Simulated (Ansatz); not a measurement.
Write the native input for Ansatz 0.2.0 that does the following.

```yaml
Task: band structure
Functional: PBEsol
Potentials_or_basis: all-electron LAPW, scalar-relativistic
Cutoff: 233 eV (chosen from the basis error)
Basis_error_allowed: 0.001 eV/atom
k_mesh: 10 × 10 × 6
Occupations: fermi-dirac, width 0.05 eV
Spin: no spin polarisation
```

Ag:

```xyz
2
Lattice="2.9300 0.0000 0.0000 -1.4650 2.5375 0.0000 0.0000 0.0000 4.7900" Properties=species:S:1:pos:R:3 pbc="T T T"
Ag    1.4650    0.8458    3.5925
Ag    0.0000    1.6916    1.1975
```

This isn't the form of Ag at room conditions, which is fcc.

These files were run (other wordings do the same):

input.yaml

```yaml
crystal:
  lattice:
    - [2.93, 0.0, 0.0]
    - [-1.465, 2.5374544331, 0.0]
    - [0.0, 0.0, 4.79]
  atoms:
    - { symbol: Ag, position: [0.6666666667, 0.3333333333, 0.75] }
    - { symbol: Ag, position: [0.3333333333, 0.6666666667, 0.25] }
kpoints:
  mp_grid: { grid: [10, 10, 6] }
  band_path:
    path:
      - [0.0, 0.0, 0.0]
      - [0.5, 0.0, 0.0]
      - [0.3333333333, 0.3333333333, 0.0]
      - [0.0, 0.0, 0.0]
      - [0.0, 0.0, 0.5]
      - [0.5, 0.0, 0.5]
      - [0.3333333333, 0.3333333333, 0.5]
      - [0.0, 0.0, 0.5]
    npoints: 8
scf:
  occupations: { method: fermi_dirac, width: 0.05 }
hamiltonian:
  xc: pbesol
  pseudopotentials: { kind: all_electron, lapw: { basis_error: 0.001 } }
output:
  forces: true
  stress: true
  eigenvalues: true
```

Potentials or basis: all-electron LAPW, scalar-relativistic.

The run is started by

```console
$ ansatz run input.yaml --threads 1 --pin off --max-ram 3072MiB --backend cpu --events-out ev --progress --plain --runs-dir out
```

It gave:

```yaml
Pressure: -6.1 GPa
Band_gap_along_the_path: none (metal or under the smearing width)
```

Run time: 15 s on 1 thread of Arm Neoverse V1, with other jobs on the host, peak memory 0.32 GiB.
